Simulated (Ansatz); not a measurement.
A 6-atom cell of ZnS from a materials database, 6 atoms and 54 valence electrons in a cell of about 117 Å³, was run 13 times in Ansatz, each time on 4 threads of Arm Neoverse V1, on a shared host.

```csv
run,k mesh,irreducible k,cutoff (eV),plane waves,bands,SCF iterations,wall time,peak host memory (GiB)
"relaxation, PBE",8×8×8,65,420,2365,33,30,?,?
"relaxation, r2SCAN",8×8×8,65,500,2951,33,28,?,?
"bands, PBE",8×8×8,65,420,2317,32,7,11 s,0.5
"single point, r2SCAN",8×8×8,65,500,2951,32,8,?,?
"single point, HSE06",4×4×4,13,420,2317,32,15,110 s,1.9
"single point, PBE0",4×4×4,13,420,2317,32,16,110 s,1.9
"single point, LDA",8×8×8,65,420,2317,32,7,8.2 s,0.48
"relaxation, PBEsol",8×8×8,65,420,2269,33,36,35 s,0.52
"Γ phonons, PBEsol",6×6×6,68,420,2269,33,16,7.1 min,1.9
"field response, PBE",6×6×6,68,420,2317,33,15,?,?
"single point, DDH-PBE0",4×4×4,13,420,2317,32,15,?,?
"relaxation, LDA",8×8×8,65,420,2185,33,32,?,?
"single point, LC-ωPBE",4×4×4,13,420,2317,32,18,53 s,2.1
```

Q: Estimate the missing times and memories.

A:

| run | wall time | peak host memory (GiB) |
| --- | --- | --- |
| single point, r2SCAN | 18 s | 0.73 |
| single point, DDH-PBE0 | 3.5 min | 2.1 |
| relaxation, r2SCAN | 57 s | 0.76 |
| relaxation, LDA | 37 s | 0.52 |
| relaxation, PBE | 28 s | 0.5 |
| field response, PBE | 2.7 min | 1.9 |
